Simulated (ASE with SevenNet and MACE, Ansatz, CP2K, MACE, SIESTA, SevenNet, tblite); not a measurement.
# NaBF4(111) slab with Pt (102 atoms) in machine-learned potentials

Wanted: machine-learned potentials inputs and outputs for NaBF4(111) slab with Pt (102 atoms), checked against a plane-wave reference.

Calculated with ASE with SevenNet and MACE; the method is named at each step.

## Step 1: The structure

The cell holds 102 atoms: 16 Na, 16 B, 64 F and 6 Pt. Its edges and angles: a = 9.238 Å, b = 18.542 Å, c = 25.152 Å, α = 90.0°, β = 90.0°, γ = 62.8°. It derives from NaBF4 (Cmcm (measured, COD)). Cmcm (COD entry) NaBF4 (cell 6.837, 6.262, 6.792, 90, 90, 90), (111) slab of 2 repeat layers, 1 x 2 surface cells, 16 Å of vacuum; atoms within 2.29 Å of the bottom held; 6 Pt on top sites; displaced by a Gaussian of 0.03 Å. Then every atom was moved at random, 0.05 Å r.m.s. a Cartesian component. Regions: slab, 96 atoms (16 Na, 16 B and 64 F); Pt adsorbates, 6 atoms (6 Pt). Vacuum lies along c.

The yardstick, on the same geometry:

```
method                 : Kohn-Sham DFT, PBE, PAW, plane waves (Ansatz 0.2.0); cutoff 420 eV, Γ point, fermi-dirac smearing of 0.05 eV; PAW set soft_2
r.m.s. force component : 1.851 eV/Å
longest force          : 10.76 eV/Å
SCF cycles             : 28
time                   : 2.2 min on 4 threads of Arm Neoverse V1, shared host
CPU time               : 8.4 min
```

## Step 2: SevenNet 0 potential

Method: machine-learned interatomic potential SevenNet 0, trained on PBE(+U) plane-wave data.

run.py

```python
import numpy as np
from ase.io import read
import mlip  # loads the published weights by name

atoms = read("structure.xyz")
atoms.calc = mlip.calc("7net-0")
energy = atoms.get_potential_energy()
forces = atoms.get_forces()
print(f"energy {energy:.6f} eV")
print("forces (eV/A)")
for i, (a, f) in enumerate(zip(atoms, forces)):
    print(f"{i:4d} {a.symbol:2s} {f[0]:10.5f} {f[1]:10.5f} {f[2]:10.5f}")
```

structure.xyz

```xyz
102
Lattice="9.23781 0.00000 0.00000 8.48932 16.48467 0.00000 0.00000 0.00000 25.15200" Properties=species:S:1:pos:R:3 pbc="T T T"
Na 8.54736 3.78059 9.33240
Na 4.74239 4.24859 10.06633
Na 10.66803 7.89138 9.33542
Na 2.56092 0.11572 10.04194
B 10.69224 5.17520 11.27715
B 2.59065 2.99477 8.12711
B 8.51228 1.04364 11.33827
B 4.71572 7.08627 8.15025
F 2.65044 5.05338 11.07166
F 7.00837 4.79506 10.76631
F 6.14870 3.28539 8.56853
F 10.44108 3.09154 8.26168
F 0.69210 0.94193 11.13806
F 4.95359 0.62460 10.87472
F 8.30733 7.38019 8.61884
F 12.54213 7.24386 8.31123
F 12.24419 7.87291 11.47384
F 0.98232 0.08193 7.96388
F 7.99986 1.54412 10.14934
F 5.24602 6.54392 9.28385
F 10.04938 3.89549 11.37927
F 3.13675 4.20837 8.06071
F 10.17214 5.70436 10.15537
F 3.13174 2.41847 9.25317
Na 3.48722 6.43430 13.16028
Na 9.00170 6.91103 13.86756
Na 1.44472 2.23136 13.16984
Na 6.84131 2.71667 13.83385
B 5.63064 7.60273 15.16012
B 6.83565 5.57775 11.90947
B 3.61800 3.52343 15.11308
B 4.72531 1.50390 12.02316
F 7.04674 7.60191 14.87062
F 11.31693 7.30683 14.52503
F 10.40854 5.80194 12.38007
F 5.38714 5.67584 12.05611
F 4.97368 3.48816 14.92922
F 9.20919 3.25688 14.74712
F 8.34645 1.72545 12.34913
F 3.37334 1.41867 12.07447
F 3.00164 2.17894 15.28588
F 5.26705 2.70744 11.86495
F 3.04363 4.14540 13.97470
F 5.22339 0.79225 13.05137
F 5.03291 6.35253 15.31430
F 7.37577 6.87609 11.87350
F 0.86532 0.07088 13.98929
F 7.23797 4.98942 13.04584
Na 12.76742 12.07832 9.33592
Na 9.03525 12.48730 10.06583
Na 14.90173 16.17377 9.35453
Na 6.82096 8.40998 10.06231
B 14.90379 13.35539 11.29903
B 6.82142 11.26843 8.16535
B 12.74946 9.15756 11.23037
B 8.93593 15.33404 8.13416
[... 42 atom lines left out ...]
Pt 9.34490 14.61547 17.08324
Pt 9.19375 3.23479 16.58850
Pt 5.16404 6.32500 17.12876
Pt 13.45889 11.30288 16.57215
```

On the command line:

```console
$ OMP_NUM_THREADS=1 python run.py > output.txt
```

The log of the run:

```text
energy -506.360016 eV
forces (eV/A)
   0 Na   -0.63461    0.08560   -0.00184
   1 Na    0.39616   -0.24939   -0.36131
   2 Na   -0.93845   -0.01433   -0.11401
   3 Na    0.64314   -0.10767   -0.25889
   4 B    -6.50671   -2.09161   -0.96313
   5 B    -1.41415    1.50381    3.76776
   6 B     1.96990   -4.86785   -6.22114
   7 B    -0.82032    3.98520    2.34742
   8 F    10.89277   -1.32832   -0.98082
   9 F     0.65711    0.23243    0.00439
  10 F     0.20180    0.23781    0.25139
  11 F     0.56239   -0.92243   -1.31127
  12 F     1.35215   -0.26694   -0.12831
  13 F     0.86249    0.52259   -0.62822
  14 F     0.13068    0.17169    0.12215
  15 F     1.61102   -0.72695   -1.14058
  16 F    -0.37647    0.20158   -0.66298
  17 F     0.39106   -0.38092   -1.25184
  18 F    -0.84218    0.71131   -0.95111
  19 F     0.08468   -0.90937   -0.64115
  20 F    -0.82911   -2.05500    0.49355
  21 F     0.72830    0.87689   -1.82504
  22 F    -2.15263    2.14138   -3.08263
  23 F     0.05832   -1.50684   -0.69635
[...]
94 F    -0.78633   -0.90381    2.51836
  95 F     0.11062    0.31300   -0.90651
  96 Pt    1.09628   -1.08812    0.57222
  97 Pt    1.35025   -0.93186    0.25688
  98 Pt   -0.30961    0.40089    6.26352
  99 Pt   -0.04611    0.04228    2.21879
 100 Pt    0.36514    0.84028    3.54452
 101 Pt   -0.08975    0.01853    0.67449
```

Run time: 12 s. Hardware: 1 thread of Arm Neoverse V1, shared host; peak memory 0.95 GiB.

Banners, paths, timers and routine set-up lines are dropped from the logs unmarked, and long logs keep their key lines alone; longer cuts are marked.

Compared with the plane-wave run:

```yaml
r_m_s_force_component: 1.685 eV/Å
r_m_s_difference_of_force_components: 418.6 meV/Å
longest_difference_of_force_vectors: 3102 meV/Å
force_difference_over_r_m_s_force: 22.62 %
slope_of_forces_against_the_reference_s: 0.8887
correlation_of_force_components: 0.9763
```

Length of the force difference by element (eV/Å):

```csv
element,atoms,mean,most
B,16,0.85,2.0
F,64,0.50,3.1
Na,16,0.21,0.36
Pt,6,0.86,2.1
```

Local excerpt of 12 atoms (numbers count through the whole input) about F9, which bears the longest force among the free atoms; x, y, z are measured from there.

```csv
atom,x,y,z,distance (Å),bonds,Fx,Fy,Fz (eV/Å)
F9,0.00,0.00,0.00,0.00,3,10.89,-1.33,-0.98
B5,-1.20,0.12,0.21,1.22,4,-6.51,-2.09,-0.96
F23,-1.72,0.65,-0.92,2.05,3,-2.15,2.14,-3.08
F35,-1.48,0.75,1.31,2.11,3,-1.29,2.80,4.46
F21,-1.84,-1.16,0.31,2.19,3,-0.83,-2.06,0.49
Na2,2.09,-0.80,-1.01,2.46,8,0.40,-0.25,-0.36
Na25,0.84,1.38,2.09,2.64,8,-0.21,0.03,-0.04
F17,0.36,2.82,0.40,2.87,3,-0.38,0.20,-0.66
F36,2.74,0.62,0.98,2.97,3,-0.53,0.35,-0.17
F43,0.39,-0.91,2.90,3.07,3,0.17,-0.33,1.51
F22,0.49,-0.85,-3.01,3.16,2,0.73,0.88,-1.83
F24,0.48,-2.63,-1.82,3.24,3,0.06,-1.51,-0.70
```

Atoms are counted from 1 here, from 0 in the log.

Forces lie 23 % from the reference's, at 0.021 times its CPU time (on 1 against 4 cores).

## Step 3: SevenNet l3i5 potential

Method: machine-learned interatomic potential SevenNet l3i5, trained on PBE(+U) plane-wave data.

run.py, as its differences from that of step 2:

```diff
@@ -5,3 +5,3 @@
 atoms = read("structure.xyz")
-atoms.calc = mlip.calc("7net-0")
+atoms.calc = mlip.calc("7net-l3i5")
 energy = atoms.get_potential_energy()
```

structure.xyz is that of step 2.

The log of the run:

```text
energy -505.230408 eV
forces (eV/A)
   0 Na   -0.70305    0.15078    0.03212
   1 Na    0.47492   -0.28408   -0.24455
   2 Na   -0.96037    0.04135   -0.04650
   3 Na    0.69147   -0.18357   -0.14003
   4 B    -6.77855   -1.92122   -0.71410
   5 B    -1.35708    1.92981    4.48105
   6 B     1.76432   -4.45091   -5.78380
   7 B    -0.76673    4.34098    3.15911
   8 F    10.66356   -1.36247   -0.99058
   9 F     0.61436    0.23533   -0.00321
  10 F     0.10809    0.18800    0.10239
  11 F     0.74266   -0.99153   -1.48536
  12 F     1.18301   -0.30340   -0.20129
  13 F     0.90926    0.52888   -0.65353
  14 F     0.05452    0.15298   -0.02472
  15 F     1.76876   -0.80676   -1.35490
  16 F    -0.29975    0.26215   -0.66173
  17 F     0.29597   -0.46799   -1.42602
  18 F    -0.68156    0.56176   -0.97769
  19 F    -0.01491   -0.94066   -1.15640
  20 F    -0.55703   -1.85540    0.30897
  21 F     0.60975    0.78172   -2.07646
  22 F    -1.98467    1.94518   -3.00612
  23 F    -0.03507   -1.65318   -0.98778
[...]
94 F    -1.03289   -0.84307    2.90871
  95 F     0.02475    0.40552   -1.04377
  96 Pt    0.64441   -0.67823    0.08957
  97 Pt    0.74179   -0.57112   -0.18498
  98 Pt   -0.30724    0.83999    7.25295
  99 Pt    0.00233    0.02256   -0.73385
 100 Pt    0.29122    0.82515    3.80020
 101 Pt   -0.00631    0.11205   -1.50174
```

Elapsed: 12 s, on 1 thread; peak memory 1.5 GiB.

Against the reference:

```yaml
r_m_s_force_component: 1.803 eV/Å
r_m_s_difference_of_force_components: 436.8 meV/Å
longest_difference_of_force_vectors: 3317 meV/Å
force_difference_over_r_m_s_force: 23.6 %
slope_of_forces_against_the_reference_s: 0.9467
correlation_of_force_components: 0.9718
```

Against the first run (23 %), the force difference from the reference is 24 %, at 1.1 times the CPU time.

## Step 4: MACE MP-0b3 medium potential

Method: machine-learned interatomic potential MACE MP-0b3 medium, trained on PBE(+U) plane-wave data.

run.py, as its differences from that of step 3:

```diff
@@ -5,3 +5,3 @@
 atoms = read("structure.xyz")
-atoms.calc = mlip.calc("7net-l3i5")
+atoms.calc = mlip.calc("mace-mp-0b3-medium")
 energy = atoms.get_potential_energy()
```

structure.xyz is that of step 3.

The log of the run:

```text
energy -508.580985 eV
forces (eV/A)
   0 Na   -0.65511    0.08280   -0.04431
   1 Na    0.40463   -0.23832   -0.33822
   2 Na   -0.87566    0.01795   -0.11650
   3 Na    0.63711   -0.16204   -0.23151
   4 B    -6.57072   -1.90539   -0.54833
   5 B    -1.37428    1.19241    3.40078
   6 B     1.86267   -4.73538   -5.85009
   7 B    -0.71564    3.80019    2.33919
   8 F    10.50689   -1.34793   -1.03206
   9 F     0.64677    0.12149   -0.00209
  10 F     0.19473    0.24581    0.12012
  11 F     0.15123   -0.84393   -1.34193
  12 F     1.03268   -0.25004   -0.21671
  13 F     0.84712    0.41855   -0.44831
  14 F     0.14610    0.20629    0.00001
  15 F     1.28795   -0.66995   -1.23279
  16 F    -0.35375    0.25249   -0.65149
  17 F     0.54767    0.12636   -1.39823
  18 F    -0.71400    0.56946   -0.81160
  19 F     0.13834   -1.02010   -0.62566
  20 F    -0.57843   -1.77624    0.30466
  21 F     0.89660    1.37959   -1.88766
  22 F    -2.05280    1.86381   -2.74625
  23 F     0.19258   -1.68907   -0.42029
[...]
94 F    -1.03427   -0.71621    2.45968
  95 F     0.07775    0.35890   -1.03083
  96 Pt    0.93419   -0.67656    0.08057
  97 Pt    0.95018   -0.72189   -0.14710
  98 Pt    0.03183    0.79622    4.82479
  99 Pt   -0.19725   -0.03386    0.76622
 100 Pt    0.46798    0.82124    2.47465
 101 Pt   -0.19600   -0.02561   -0.18141
```

Run time: 11 s. Hardware: 1 thread; peak memory 1 GiB.

Compared with the plane-wave run:

* r.m.s. force component: 1.581 eV/Å
* r.m.s. difference of force components: 522.6 meV/Å
* longest difference of force vectors: 3458 meV/Å
* force difference over r.m.s. force: 28.24 %
* slope of forces against the reference's: 0.8248
* correlation of force components: 0.9658

Against the first run (23 %), the force difference from the reference is 28 %, at 0.98 times the CPU time.

## Step 5: Side by side

Differences are against the plane-wave reference, forces as r.m.s. over components; share is that over the reference's r.m.s. force, slope the least-squares factor from reference forces to these. Total energies of different programs have different zeros and aren't compared.

```
                         run  Δ force, r.m.s. (meV/Å)  share (%)  slope  cores  CPU time  memory (GiB)
                   reference                        -          -      -      4   8.4 min           5.0
        SevenNet 0 potential                      419       22.6  0.889      1      11 s          0.95
     SevenNet l3i5 potential                      437       23.6  0.947      1      12 s           1.5
MACE MP-0b3 medium potential                      523       28.2  0.825      1      10 s           1.0
```

Times of the machine-learned potentials are mostly Python's start and the loading of weights.

CPU time is summed over cores on a shared host, where runs went side by side, so it is rough. Symmetry, cutoffs, thresholds, outputs and thread counts weren't matched or tuned between programs; memory under MPI is the largest rank's times the ranks.

## Step 6: Outcome

```json
{"nearest in forces": "SevenNet 0 potential, 23 %", "its CPU time": "11 s"}
```

In words: Machine-learned potentials differ by 23 % (SevenNet 0 potential) to 28 % (MACE MP-0b3 medium potential); they were trained on other programs' data. Among those trained on PBE data the slope goes as low as 0.82, which softening far from their training structures can give, though the reference's k-sampling is untested too. Machine-learned potentials mimic data converged in k, so the reference's own k-point error enters their differences. The published positions, changed by the recipe (random displacements or longer bonds to H), lie far from the minimum at this level of theory. The electronic-structure runs sample only Γ, in a cell whose shortest periodic width is 8 Å, which is coarse for a cell with partly filled levels. Spin–orbit coupling is left out, which matters for the levels of the heavy elements.

[Also dropped from logs without a mark: logging warnings of Python, and SIESTA's first energy breakdown and zero terms.]

[Logs are printed without paths, hosts, clocks, repeated set-up lines and the standing remarks that a program may print on its own settings, such as how far it seeks lower states.]

[Hosts, paths, dates, database ids (printed as entryN), source tags and the programs' standing remarks are cut or masked in the printed files.]
